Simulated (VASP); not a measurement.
Input of a VASP 6.6.1 run:

The input INCAR:

```
SYSTEM = Al2O3
PREC = Accurate
ENCUT = 900
EDIFF = 1E-6
ISMEAR = -1
SIGMA = 0.05
LREAL = .False.
LASPH = .True.
NELM = 100
ALGO = Fast
ISIF = 2
LWAVE = .False.
LCHARG = .False.
GGA = PE
```

KPOINTS

```
regular mesh
0
Gamma
  8 8 3
  0 0 0
```

The input POSCAR:

```
Al2O3
1.0
    2.8843249483      0.0000000000      0.0000000000
   -1.4421624742      2.4978986780      0.0000000000
    0.0000000000      0.0000000000      9.3367544600
Al O
2 3
Direct
    0.0000000000      0.0000000000      0.8500076700
    0.0000000000      0.0000000000      0.1499923300
    0.3333333333      0.6666666667      0.7776830800
    0.6666666667      0.3333333333      0.0000000000
    0.3333333333      0.6666666667      0.2223169200
```

Contents of KPOINTS_OPT:

```
path GMKGALHA,LM,KH
10
line-mode
reciprocal
 0.0000000000  0.0000000000  0.0000000000  G
 0.5000000000  0.0000000000  0.0000000000  M

 0.5000000000  0.0000000000  0.0000000000  M
 0.3333333333  0.3333333333  0.0000000000  K

 0.3333333333  0.3333333333  0.0000000000  K
 0.0000000000  0.0000000000  0.0000000000  G

 0.0000000000  0.0000000000  0.0000000000  G
 0.0000000000  0.0000000000  0.5000000000  A

 0.0000000000  0.0000000000  0.5000000000  A
 0.5000000000  0.0000000000  0.5000000000  L

 0.5000000000  0.0000000000  0.5000000000  L
 0.3333333333  0.3333333333  0.5000000000  H

 0.3333333333  0.3333333333  0.5000000000  H
 0.0000000000  0.0000000000  0.5000000000  A

 0.5000000000  0.0000000000  0.5000000000  L
 0.5000000000  0.0000000000  0.0000000000  M

 0.3333333333  0.3333333333  0.0000000000  K
 0.3333333333  0.3333333333  0.5000000000  H
```

Potentials or basis: VASP PAW PBE potentials, release 64 (Al, O_s).

Launch:

```console
$ cat potpaw_PBE.64/Al/POTCAR potpaw_PBE.64/O_s/POTCAR > POTCAR
$ mpirun -np 1 vasp_std > vasp.out
```

Problem. Estimate the band gap along the path.

Solution. 4.75 eV, indirect (least direct gap 4.99 eV).

Problem. Predict the band gap on the k mesh.

Solution. 4.76 eV, indirect (least direct gap 4.99 eV).

Problem. Predict the largest force.

Solution. 0.060 eV/Å.

Levels at the corners of the path, in eV from the valence-band top:
```
point  band 9  band 10  band 11  band 12  band 13  band 14  band 15  band 16
    Γ   -1.26    -0.56    -0.56    -0.25     4.75     7.43     7.81     9.15
    M   -1.98    -1.02    -0.80    -0.56     7.75     8.84     9.05    11.02
    M   -1.98    -1.02    -0.80    -0.56     7.75     8.84     9.05    11.02
    K   -2.83    -1.32    -1.06    -0.02     9.51     9.55    10.68    12.43
    K   -2.83    -1.32    -1.06    -0.02     9.51     9.55    10.68    12.43
    Γ   -1.26    -0.56    -0.56    -0.25     4.75     7.43     7.81     9.15
    Γ   -1.26    -0.56    -0.56    -0.25     4.75     7.43     7.81     9.15
    A   -1.26    -0.56    -0.56    -0.30     4.88     7.00     7.98     9.46
    A   -1.26    -0.56    -0.56    -0.30     4.88     7.00     7.98     9.46
    L   -1.98    -1.02    -0.81    -0.55     7.77     8.79     9.11    10.77
    L   -1.98    -1.02    -0.81    -0.55     7.77     8.79     9.11    10.77
    H   -2.83    -1.32    -1.07    -0.01     9.49     9.55    10.68    12.46
    H   -2.83    -1.32    -1.07    -0.01     9.49     9.55    10.68    12.46
    A   -1.26    -0.56    -0.56    -0.30     4.88     7.00     7.98     9.46
    L   -1.98    -1.02    -0.81    -0.55     7.77     8.79     9.11    10.77
    M   -1.98    -1.02    -0.80    -0.56     7.75     8.84     9.05    11.02
    K   -2.83    -1.32    -1.06    -0.02     9.51     9.55    10.68    12.43
    H   -2.83    -1.32    -1.07    -0.01     9.49     9.55    10.68    12.46
```

As with any semilocal functional, this PBE gap is likely too small.
